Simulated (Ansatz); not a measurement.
Theory: DFT PBE, scalar-relativistic, plane waves, PAW in Ansatz 0.2.0. All cells share a 420 eV cutoff and Γ-centred k meshes spaced at most about 0.3 Å⁻¹ (about 0.25 or finer for metals, 2π included). No spin polarisation in the final relaxations.

Each of these unrelaxed guesses is relaxed in cell and atoms within its symmetry. A guess keeps its type if space group and coordination stay and the shape of the cell changes little (axis ratios within about 15 %, angles within 6°); the volume may change.

1. Si

Space group I4_122 (No. 98). a = 6.666 Å, b = 6.666 Å, c = 3.986 Å, α = 90.00°, β = 90.00°, γ = 90.00°
```tsv
atom	site	symmetry	x	y	z
Si	4b	2.22	0.0000	0.0000	0.5000
Si	8f	.2.	0.2500	0.4502	0.3750
```

2. MgH2

Space group Imm2 (No. 44). a = 2.696 Å, b = 4.752 Å, c = 4.104 Å, α = 90.00°, β = 90.00°, γ = 90.00°
```
atom  site  symmetry       x       y       z
  Mg    2b       mm2  0.5000  0.0000  0.3656
   H    4d       m.. 0.5000  0.2550  0.7239
```

Problem. Which guesses survive the relaxation?

Solution. Guess 1 keeps its type.

```
guess  kept  start group  end group  V start (Å³/atom)  V end  b/a and c/a, end over start  nearest neighbours start  nearest neighbours end
    1   yes       I4_122     I4_122               14.8   18.0                   1.00, 0.98                      Si 4                    Si 4
    2    no         Imm2      Fm-3m                8.8    9.0                            -                 H 3, Mg 6               H 4, Mg 8
```

Neighbours count within 15 % of an atom's shortest distance; end groups are read at 0.02 Å (0.05 Å in metals).

Cells relaxed within their symmetry can be saddle points.
